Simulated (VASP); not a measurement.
# BaTe (Fm-3m) in VASP: notebook, part 2 of 2

VASP 6.6.1. The steps go on from the part before.

## (4) Electrostatic potential, LAK

File INCAR:

```
PREC = Accurate
ENCUT = 520
EDIFF = 1E-6
ISMEAR = -5
SIGMA = 0.05
LREAL = False
LASPH = True
NELM = 60
ALGO = Normal
ISIF = 2
LWAVE = False
LCHARG = True
METAGGA = LAK
LMIXTAU = True
LVHAR = True
```

File KPOINTS:

```
regular mesh
0
Gamma
  7 7 7
```

File POSCAR:

```
BaTe
1.0
    0.0000000000      3.4100000000      3.4100000000
    3.4100000000      0.0000000000      3.4100000000
    3.4100000000      3.4100000000      0.0000000000
Ba Te
1 1
Cartesian
    0.0000000000      0.0000000000      0.0000000000
    3.4100000000      3.4100000000      3.4100000000
```

Potentials or basis: VASP PAW PBE potentials, release 64 (Ba_sv, Te).

Run with:

```bash
$ cat potpaw_PBE.64/Ba_sv/POTCAR potpaw_PBE.64/Te/POTCAR > POTCAR
$ mpirun -np 1 vasp_std > vasp.out
```

OUTCAR:

```text
PREC = Accurate
   ENCUT = 520
   EDIFF = 1E-6
   ISMEAR = -5
   LREAL = False
   LASPH = True
   NELM = 60
   ISIF = 2
   METAGGA = LAK

 ion  position               nearest neighbor table
   1  0.000  0.000  0.000-   2 3.41   2 3.41   2 3.41   2 3.41   2 3.41   2 3.41
   2  0.500  0.500  0.500-   1 3.41   1 3.41   1 3.41   1 3.41   1 3.41   1 3.41

  LATTYP: Found a face centered cubic cell.
 ALAT       =     6.8200000000

  Lattice vectors:

 A1 = (   0.0000000000,   3.4100000000,   3.4100000000)
 A2 = (   3.4100000000,   0.0000000000,   3.4100000000)
 A3 = (   3.4100000000,   3.4100000000,   0.0000000000)

Analysis of symmetry for initial positions (statically):
=====================================================================
 Subroutine PRICEL returns:
 Original cell was already a primitive cell.

 Routine SETGRP: Setting up the symmetry group for a
 face centered cubic supercell.

 Subroutine GETGRP returns: Found 48 space group operations
 (whereof 48 operations were pure point group operations)
 out of a pool of 48 trial point group operations.

The static configuration has the point symmetry O_h .

Analysis of symmetry for dynamics (positions and initial velocities):
=====================================================================
 Subroutine PRICEL returns:
 Original cell was already a primitive cell.

 Routine SETGRP: Setting up the symmetry group for a
 face centered cubic supercell.

 Subroutine GETGRP returns: Found 48 space group operations
 (whereof 48 operations were pure point group operations)
 out of a pool of 48 trial point group operations.

The dynamic configuration has the point symmetry O_h .

 Subroutine INISYM returns: Found 48 space group operations
 (whereof 48 operations are pure point group operations),
 and found     1 'primitive' translations

[... 119 lines left out ...]
   IVDW    =     0    specifies the selected vdW correction
   LEPSILON=     F    determine dielectric tensor
   LRPA    =     F    only Hartree local field effects (RPA)
 non-spin polarized calculation
 Fermi weights with tetrahedron method with Bloechl corrections
  energy-cutoff  :      520.00
  volume of cell :       79.30
 maximum number of plane-waves:      2145
   NGX = 17   NGY = 17   NGZ = 17

 number of electron      16.0000000 magnetization

 Free energy of the ion-electron system (eV)
  ---------------------------------------------------
  ext. energy  EPLUGINS =         0.00000000
  ---------------------------------------------------
  free energy    TOTEN  =        64.26972683 eV

  energy without entropy =       64.26972683  energy(sigma->0) =       64.26972683

 E-fermi :   2.8958     XC(G=0):  -8.7727

 val. band max:        2.8067261278   @ k =   0.0000   0.0000   0.0000
 cond. band min:       4.6464670917   @ k =   0.4286   0.4286   0.0000
 fundamental gap:      1.8397409639
 Fermi energy:         2.8958177383

 k-point     1 :       0.0000    0.0000    0.0000
  band No.  band energies     occupation
      1     -24.8742      2.00000
      2      -9.6173      2.00000
      3      -9.6173      2.00000
      4      -9.6173      2.00000
      5      -7.1473      2.00000
      6       2.8067      2.00000
      7       2.8067      2.00000
      8       2.8067      2.00000
      9       6.1421      0.00000
     10       6.1421      0.00000
     11       6.1421      0.00000
     12       6.9256      0.00000
[... 271 lines left out ...]
 k-point    20 :      -0.2857    0.4286    0.1429
  band No.  band energies     occupation
      1     -24.8460      2.00000
      2      -9.9213      2.00000
      3      -9.8285      2.00000
      4      -9.7311      2.00000
      5      -6.5743      2.00000
      6       1.3316      2.00000
      7       1.8144      2.00000
      8       1.8648      2.00000
      9       6.4383      0.00000
     10       7.3582      0.00000
     11       8.7744      0.00000
     12       9.1459      0.00000

------------------------ aborting loop because EDIFF is reached ----------------------------------------

  FORCE on cell =-STRESS in cart. coord.  units (eV):
  Direction    XX          YY          ZZ          XY          YZ          ZX
  --------------------------------------------------------------------------------------
  -------------------------------------------------------------------------------------
  Total        3.1478048      3.1478048      3.1478048      0.0000000      0.0000000      0.0000000
  in kB       63.5953317     63.5953317     63.5953317      0.0000000      0.0000000      0.0000000
  external PRESSURE =      63.5953317 kB  Pullay stress =       0.0000000 kB

 VOLUME and BASIS-vectors are now :
 -----------------------------------------------------------------------------
  energy-cutoff  :      520.00
  volume of cell :       79.30
      direct lattice vectors                 reciprocal lattice vectors
     0.000000000  3.410000000  3.410000000    -0.146627566  0.146627566  0.146627566
     3.410000000  0.000000000  3.410000000     0.146627566 -0.146627566  0.146627566
     3.410000000  3.410000000  0.000000000     0.146627566  0.146627566 -0.146627566

 POSITION                                       TOTAL-FORCE (eV/Angst)
 -----------------------------------------------------------------------------------
      0.00000      0.00000      0.00000         0.000000      0.000000      0.000000
      3.41000      3.41000      3.41000        -0.000000     -0.000000     -0.000000
 -----------------------------------------------------------------------------------
    total drift:                                0.000000      0.000000      0.000000

  FREE ENERGIE OF THE ION-ELECTRON SYSTEM (eV)
  ---------------------------------------------------
  free  energy   TOTEN  =        64.2697268305 eV

  energy  without entropy=       64.2697268305  energy(sigma->0) =       64.26972683
```

OSZICAR:

```text
N       E                     dE             d eps       ncg     rms          rms(c)
DAV:   1     0.153682722714E+03    0.15368E+03   -0.65101E+03   480   0.114E+03
DAV:   2     0.638091239321E+02   -0.89874E+02   -0.83426E+02   596   0.180E+02
DAV:   3     0.582757782488E+02   -0.55333E+01   -0.54964E+01   596   0.506E+01
[... 14 lines left out ...]
DAV:  18     0.642697370216E+02   -0.52961E-05   -0.18396E-05   544   0.481E-02    0.129E-02
DAV:  19     0.642697275521E+02   -0.94695E-05   -0.83157E-06   540   0.337E-02    0.602E-03
DAV:  20     0.642697250986E+02   -0.24535E-05   -0.15505E-06   436   0.188E-02    0.133E-03
DAV:  21     0.642697276446E+02    0.25460E-05   -0.12976E-06   448   0.170E-02    0.158E-03
DAV:  22     0.642697268305E+02   -0.81410E-06   -0.18511E-07   340   0.602E-03
   1 F= 0.64269727E+02 E0= 0.64269727E+02  d E =0.000000E+00
```

stdout:

```text
POSCAR found type information on POSCAR BaTe
 POSCAR found :  2 types and       2 ions
 scaLAPACK will be used
 -----------------------------------------------------------------------------
|                                                                             |
|                                                                             |
|     You enforced a specific xc type in the INCAR file but a different       |
|     I HOPE YOU KNOW WHAT YOU ARE DOING!                                     |
|                                                                             |
 -----------------------------------------------------------------------------

 LDA part: xc-table for (None), standard interpolation
 POSCAR, INCAR and KPOINTS ok, starting setup
 FFT: planning ... GRIDC
 FFT: planning ... GRID_SOFT
 FFT: planning ... GRID
 WAVECAR not read
 entering main loop
```

It took 72 s on 1 thread of Intel Xeon Platinum 8488C (Sapphire Rapids), shared host; peak memory 0.22 GiB.

Results:

```yaml
Free_energy: 64.2697 eV
Pressure: 6.4 GPa
Band_gap_on_the_k_mesh: 1.84 eV, indirect (least direct gap 2.21 eV)
```

Caveat: the PAW data sets were made with another functional, which shifts forces and pressure a little; spin-orbit coupling is left out, which moves the levels of the heavy elements; an odd mesh through Γ misses points on the zone boundary, where band edges often lie.

## (5) Relaxation of cell and atoms, RPBE

This run uses another cell than the first one: it holds 8 atoms, not 2.

File INCAR:

```
PREC = Accurate
ENCUT = 600
EDIFF = 1E-6
ISMEAR = -5
SIGMA = 0.05
LREAL = F
LASPH = T
NELM = 100
ALGO = Normal
ISIF = 3
LWAVE = F
LCHARG = F
GGA = RP
IBRION = 2
NSW = 40
EDIFFG = -0.02
```

File BaTe.cif:

```cif
data_BaTe
_cell_length_a 6.82000000
_cell_length_b 6.82000000
_cell_length_c 6.82000000
_cell_angle_alpha 90.00000000
_cell_angle_beta 90.00000000
_cell_angle_gamma 90.00000000
_space_group_name_H-M_alt 'Fm-3m'
_space_group_name_Hall '-F 4 2 3'
_space_group_IT_number 225
loop_
_space_group_symop_operation_xyz
'x,y,z'
'-x,-y,-z'
'-y,x,z'
'y,-x,-z'
'-x,-y,z'
'x,y,-z'
'y,-x,z'
'-y,x,-z'
'x,-y,-z'
'-x,y,z'
'-y,-x,-z'
'y,x,z'
'-x,y,-z'
'x,-y,z'
'y,x,-z'
'-y,-x,z'
'z,x,y'
'-z,-x,-y'
'z,-y,x'
'-z,y,-x'
'z,-x,-y'
'-z,x,y'
'z,y,-x'
'-z,-y,x'
'-z,x,-y'
'z,-x,y'
'-z,-y,-x'
'z,y,x'
'-z,-x,y'
'z,x,-y'
'-z,y,x'
'z,-y,-x'
'y,z,x'
'-y,-z,-x'
'x,z,-y'
'-x,-z,y'
'-y,z,-x'
'y,-z,x'
'-x,z,y'
'x,-z,-y'
'-y,-z,x'
'y,z,-x'
'-x,-z,-y'
'x,z,y'
'y,-z,-x'
'-y,z,x'
'x,-z,y'
'-x,z,-y'
'x,y+1/2,z+1/2'
'-x,-y+1/2,-z+1/2'
'-y,x+1/2,z+1/2'
[... 62 lines left out ...]
'-z+1/2,-x,-y+1/2'
'z+1/2,-y,x+1/2'
'-z+1/2,y,-x+1/2'
'z+1/2,-x,-y+1/2'
'-z+1/2,x,y+1/2'
'z+1/2,y,-x+1/2'
'-z+1/2,-y,x+1/2'
'-z+1/2,x,-y+1/2'
'z+1/2,-x,y+1/2'
'-z+1/2,-y,-x+1/2'
'z+1/2,y,x+1/2'
'-z+1/2,-x,y+1/2'
'z+1/2,x,-y+1/2'
'-z+1/2,y,x+1/2'
'z+1/2,-y,-x+1/2'
'y+1/2,z,x+1/2'
'-y+1/2,-z,-x+1/2'
'x+1/2,z,-y+1/2'
'-x+1/2,-z,y+1/2'
'-y+1/2,z,-x+1/2'
'y+1/2,-z,x+1/2'
'-x+1/2,z,y+1/2'
'x+1/2,-z,-y+1/2'
'-y+1/2,-z,x+1/2'
'y+1/2,z,-x+1/2'
'-x+1/2,-z,-y+1/2'
'x+1/2,z,y+1/2'
'y+1/2,-z,-x+1/2'
'-y+1/2,z,x+1/2'
'x+1/2,-z,y+1/2'
'-x+1/2,z,-y+1/2'
'x+1/2,y+1/2,z'
'-x+1/2,-y+1/2,-z'
'-y+1/2,x+1/2,z'
'y+1/2,-x+1/2,-z'
'-x+1/2,-y+1/2,z'
'x+1/2,y+1/2,-z'
'y+1/2,-x+1/2,z'
'-y+1/2,x+1/2,-z'
'x+1/2,-y+1/2,-z'
'-x+1/2,y+1/2,z'
'-y+1/2,-x+1/2,-z'
'y+1/2,x+1/2,z'
'-x+1/2,y+1/2,-z'
'x+1/2,-y+1/2,z'
'y+1/2,x+1/2,-z'
'-y+1/2,-x+1/2,z'
'z+1/2,x+1/2,y'
'-z+1/2,-x+1/2,-y'
'z+1/2,-y+1/2,x'
'-z+1/2,y+1/2,-x'
'z+1/2,-x+1/2,-y'
'-z+1/2,x+1/2,y'
'z+1/2,y+1/2,-x'
'-z+1/2,-y+1/2,x'
'-z+1/2,x+1/2,-y'
'z+1/2,-x+1/2,y'
'-z+1/2,-y+1/2,-x'
'z+1/2,y+1/2,x'
'-z+1/2,-x+1/2,y'
'z+1/2,x+1/2,-y'
'-z+1/2,y+1/2,x'
'z+1/2,-y+1/2,-x'
'y+1/2,z+1/2,x'
'-y+1/2,-z+1/2,-x'
'x+1/2,z+1/2,-y'
'-x+1/2,-z+1/2,y'
'-y+1/2,z+1/2,-x'
'y+1/2,-z+1/2,x'
'-x+1/2,z+1/2,y'
'x+1/2,-z+1/2,-y'
'-y+1/2,-z+1/2,x'
'y+1/2,z+1/2,-x'
'-x+1/2,-z+1/2,-y'
'x+1/2,z+1/2,y'
'y+1/2,-z+1/2,-x'
'-y+1/2,z+1/2,x'
'x+1/2,-z+1/2,y'
'-x+1/2,z+1/2,-y'
loop_
_atom_site_label
_atom_site_type_symbol
_atom_site_symmetry_multiplicity
_atom_site_Wyckoff_symbol
_atom_site_fract_x
_atom_site_fract_y
_atom_site_fract_z
_atom_site_occupancy
Ba1 Ba 4 a 0.0000000000 0.0000000000 0.0000000000 1
Te1 Te 4 b 0.5000000000 0.0000000000 0.0000000000 1
```

File KPOINTS:

```
regular mesh
0
Gamma
  4 4 4
```

File POSCAR:

```
Ba Te
 1.0000000000000000
     6.8200000000000003    0.0000000000000000    0.0000000000000000
     0.0000000000000000    6.8200000000000003    0.0000000000000000
     0.0000000000000000    0.0000000000000000    6.8200000000000003
 Ba  Te 
   4   4
Cartesian
  0.0000000000000000  0.0000000000000000  0.0000000000000000
  0.0000000000000000  3.4100000000000001  3.4100000000000001
  3.4100000000000001  0.0000000000000000  3.4100000000000001
  3.4100000000000001  3.4100000000000001  0.0000000000000000
  3.4099999999999997  0.0000000000000000  0.0000000000000000
  0.0000000000000000  3.4099999999999997  0.0000000000000000
  0.0000000000000000  0.0000000000000000  3.4099999999999997
  3.4099999999999997  3.4100000000000001  3.4100000000000001
```

Potentials or basis: VASP PAW PBE potentials, release 54 (Ba_sv, Te).

Run with:

```bash
$ ase convert -i cif -o vasp BaTe.cif POSCAR
$ cat potpaw_PBE.54/Ba_sv/POTCAR potpaw_PBE.54/Te/POTCAR > POTCAR
$ mpirun -np 1 vasp_std > vasp.out
```

It took 4.4 min on 1 thread of Intel Xeon Platinum 8488C (Sapphire Rapids), shared host; peak memory 0.49 GiB.

The run converged. Its results:

* Free energy: -32.3642 eV
* Relaxed volume: 46.44 Å³/atom
* Relaxed cell: a = 7.189 Å, b = 7.189 Å, c = 7.189 Å, α = 90.00°, β = 90.00°, γ = 90.00°
* Space group after relaxing (to 0.05 Å): Fm-3m (No. 225)
* Energy gained by relaxing: 104.7 meV/atom
* Ionic steps: 3
* Pressure after relaxing: 0.0 GPa
* Band gap on the k mesh: 1.80 eV

Step by step:
| step | energy change (eV) | largest force (eV/Å) | pressure (GPa) | volume (Å³) |
| --- | --- | --- | --- | --- |
| 1 | 0.0000 | 0.0000 | 5.64 | 317.21 |
| 2 | -0.8005 | 0.0000 | -0.83 | 385.74 |
| 3 | -0.8372 | 0.0000 | 0.04 | 371.53 |

Final structure:
```xyz
8
Lattice="7.1889 0.0000 0.0000 0.0000 7.1889 0.0000 0.0000 0.0000 7.1889" Properties=species:S:1:pos:R:3 pbc="T T T"
Ba    0.0000    0.0000    0.0000
Ba    0.0000    3.5945    3.5945
Ba    3.5945    0.0000    3.5945
Ba    3.5945    3.5945    0.0000
Te    3.5945    0.0000    0.0000
Te    0.0000    3.5945    0.0000
Te    0.0000    0.0000    3.5945
Te    3.5945    3.5945    3.5945
```

Levels at points of the mesh, in eV from the valence-band top:
```csv
k point,band 30,band 31,band 32,band 33,band 34,band 35
"(0.00, 0.00, 0.00)",0.00,0.00,0.00,1.80,1.80,1.80
"(0.50, 0.00, 0.00)",-0.28,-0.28,-0.28,2.30,2.30,3.58
"(0.50, 0.50, 0.00)",-0.69,-0.69,-0.69,3.83,3.83,3.83
"(0.50, 0.50, 0.50)",-0.96,-0.96,-0.96,4.22,4.22,4.22
```

Caveat: the volume moved by over 15 % at a fixed basis, so the end points are rough; the PAW data sets were made with another functional, which shifts forces and pressure a little; spin-orbit coupling is left out, which moves the levels of the heavy elements; the volume moved by +17 % from the deposited cell, more than functionals usually miss. RPBE and its kin give volumes clearly too large for solids.

## (6) Single point, r2SCAN

File INCAR:

```
SYSTEM = BaTe
ADDGRID  = .FALSE.      
ALGO     = Normal         ! electronic algorithm
EDIFF    = 1E-6           ! SCF threshold, eV
ENCUT    = 450            ! plane-wave cutoff, eV
ISIF     = 2              ! what is computed and relaxed
ISMEAR   = 0              ! smearing method
LASPH    = .TRUE.         ! aspherical terms in the spheres
LCHARG   = .FALSE.        ! write CHGCAR
LMIXTAU  = .TRUE.       
LREAL    = .FALSE.        ! projectors in reciprocal space
LWAVE    = .FALSE.        ! write WAVECAR
METAGGA  = R2SCAN         ! meta-GGA
NELM     = 100            ! most SCF steps
PREC     = Accurate       ! precision mode
SIGMA    = 0.05           ! smearing width, eV
```

File KPOINTS:

```
k-points
0
G
  3 3 3
  0 0 0
```

File POSCAR:

```
BaTe
1.0
    0.0000000000      3.4100000000      3.4100000000
    3.4100000000      0.0000000000      3.4100000000
    3.4100000000      3.4100000000      0.0000000000
Ba Te
1 1
Direct
   -0.0114420000     -0.0073020000      0.0189620000
    0.5174540000      0.4974090000      0.5124580000
```

Potentials or basis: VASP PAW PBE potentials, release 64 (Ba_sv, Te).

Run with:

```bash
$ cat potpaw_PBE.64/Ba_sv/POTCAR potpaw_PBE.64/Te/POTCAR > POTCAR
$ mpirun -np 1 vasp_std > vasp.out
```

It took 2.3 min on 1 thread of AMD EPYC 7R43 (Zen 3), shared host; peak memory 0.18 GiB.

The run converged, but some of its settings lie outside the range that counts as converged, so its numbers aren't taken as properties of the crystal.

Results:

```
Free energy            : -55.8257 eV
Pressure               : 5.0 GPa
Largest force          : 0.398 eV/Å
Band gap on the k mesh : 2.00 eV, indirect (least direct gap 2.35 eV)
```

Caveat: the k mesh is coarse (spacing up to 0.53 Å⁻¹), so the values aren't converged; the PAW data sets were made with another functional, which shifts forces and pressure a little; spin-orbit coupling is left out, which moves the levels of the heavy elements; an odd mesh through Γ misses points on the zone boundary, where band edges often lie.

## (7) For comparison

An earlier run on the cell as given: functional PBE; potentials or basis VASP PAW PBE potentials, release 64 (Ba_sv, Te); cutoff 520 eV; k mesh 7 × 7 × 7; occupations fermi-dirac, width 0.05 eV; no spin polarisation.

* Pressure: 4.2 GPa
* Band gap on the k mesh: 1.38 eV, indirect (least direct gap 1.76 eV)

## (8) Overview

```tsv
task	level	potentials or basis	cell	k mesh	cutoff (eV)	smearing	gap on the mesh (eV)	pressure (GPa)
single point	RPBE	VASP PAW PBE potentials, release 64 (Ba_sv, Te)	as given	7 × 7 × 7	520	gaussian 0.1 eV	1.49	5.6
electrostatic potential	LAK	VASP PAW PBE potentials, release 64 (Ba_sv, Te)	as given	7 × 7 × 7	520	tetrahedron	1.84	6.4
relaxation of cell and atoms	RPBE	VASP PAW PBE potentials, release 54 (Ba_sv, Te)	relaxed	4 × 4 × 4	600	tetrahedron	1.80	0.0
single point	PBE	VASP PAW PBE potentials, release 64 (Ba_sv, Te)	as given	7 × 7 × 7	520	fermi-dirac 0.05 eV	1.38	4.2
```

Some of these runs hold the atoms at other places in the same cell, which the table doesn't show; runs alike in all that it shows share one row.

Alike in all rows: no spin polarisation.

Caveats: spin-orbit coupling is left out, which moves the levels of the heavy elements; the PAW data sets were made with another functional, which shifts forces and pressure a little (some runs); an odd mesh through Γ misses points on the zone boundary, where band edges often lie (some runs); the volume moved by over 15 % at a fixed basis, so the end points are rough (some runs); the volume moved by +17 % from the deposited cell, more than functionals usually miss (some runs).

Total energies depend on the potentials used, so only differences within one code and one set of settings carry meaning.
